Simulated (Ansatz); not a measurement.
Input:

BaSnO3:
```cif
data_BaO3Sn
_chemical_formula_sum 'Sn1 Ba1 O3'
_space_group_name_H-M_alt 'P 1'
_space_group_IT_number 1
_cell_length_a 4.17601
_cell_length_b 4.17601
_cell_length_c 4.17601
_cell_angle_alpha 90.000
_cell_angle_beta 90.000
_cell_angle_gamma 90.000
loop_
_space_group_symop_operation_xyz
  'x, y, z'
loop_
_atom_site_label
_atom_site_type_symbol
_atom_site_fract_x
_atom_site_fract_y
_atom_site_fract_z
_atom_site_occupancy
Sn1 Sn 0.00000 0.00000 0.00000 1
Ba1 Ba 0.50000 0.50000 0.50000 1
O1 O 0.50000 0.00000 0.00000 1
O2 O 0.00000 0.50000 0.00000 1
O3 O 0.00000 0.00000 0.50000 1
```

This is the PBE-relaxed structure.

All from DFT-PBE in the program Ansatz with PAW potentials, unless another level is named. Predict the Debye temperature from the elastic constants.

483 K.

And the highest zone-centre frequency (without LO–TO term)?

568 cm⁻¹.

Space group Pm-3m (cubic perovskite). Symmetry was held in the PBE relaxation. At this level the phase is dynamically unstable (imaginary phonons). Scalar-relativistic: spin–orbit coupling is off unless named, which matters more the heavier the elements.

Potentials: the later of the program's two PAW sets.
